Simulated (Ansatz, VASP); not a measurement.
## One calculation of Si, two programs

Contents of INCAR:

```
PREC     = Accurate       # precision mode
ENCUT    = 520            # plane-wave cutoff, eV
EDIFF    = 1E-6           # SCF threshold, eV
ISMEAR   = -1             # smearing method
SIGMA    = 0.02           # smearing width, eV
LREAL    = F              # projectors in reciprocal space
LASPH    = T              # aspherical terms in the spheres
NELM     = 100            # most SCF steps
ALGO     = Normal         # electronic algorithm
ISIF     = 2              # what is computed and relaxed
LWAVE    = F              # write WAVECAR
LCHARG   = T              # write CHGCAR
LDIPOL   = T            
IDIPOL   = 3            
DIPOL    = 0.5 0.5 0.500
GGA      = PE             # functional
LELF     = T              # ELF
LVHAR    = T            
LVACPOTAV= T            
NBANDS   = 16             # bands
```

KPOINTS

```
Automatic mesh
0
Gamma
  7 7 1
```

POSCAR

```
Si
1.0
    3.8685410222      0.0000000000      0.0000000000
    0.0000000000      3.8685410222      0.0000000000
    0.0000000000      0.0000000000     20.1032000000
Si
4
Direct
    0.0000000000      0.2500000000      0.3979464119
    0.5000000000      0.2500000000      0.4659821373
    0.5000000000      0.7500000000      0.5340178627
    0.0000000000      0.7500000000      0.6020535881
```

Input for Ansatz:

```yaml
crystal:
  lattice:
    - [3.8685410222, 0.0, 0.0]
    - [0.0, 3.8685410222, 0.0]
    - [0.0, 0.0, 20.1032]
  atoms:
    - { symbol: Si, position: [0.0, 0.25, 0.3979464119] }
    - { symbol: Si, position: [0.5, 0.25, 0.4659821373] }
    - { symbol: Si, position: [0.5, 0.75, 0.5340178627] }
    - { symbol: Si, position: [0.0, 0.75, 0.6020535881] }
kpoints:
  mp_grid: { grid: [7, 7, 1] }
scf:
  occupations: { method: fermi_dirac, width: 0.02 }
hamiltonian:
  xc: pbe
  pseudopotentials: { kind: paw }
output:
  forces: true
  stress: true
  eigenvalues: true
  populations: true
efield:
  axis: 3
  amplitude: 0
  dipole_correction: true
```

Alike in both runs: task single point; functional PBE; k mesh 7 × 7 × 1; occupations fermi-dirac, width 0.02 eV; no spin polarisation.

|  | VASP | Ansatz |
| --- | --- | --- |
| version | VASP 6.6.1 | Ansatz 0.2.0 |
| potentials or method | VASP PAW PBE potentials, release 64 (Si) | PAW with Ansatz's default frozen-core files, scalar-relativistic |
| plane-wave cutoff (eV) | 520 | 420 |
| valence electrons in the cell | 16 | 16 |

|  | VASP | Ansatz | Ansatz less VASP |
| --- | --- | --- | --- |
| rms of the force components (eV/Å) | 0.141 | 0.141 | 0.0000 |

Atom by atom the forces differ by 0.003 eV/Å (rms over components).
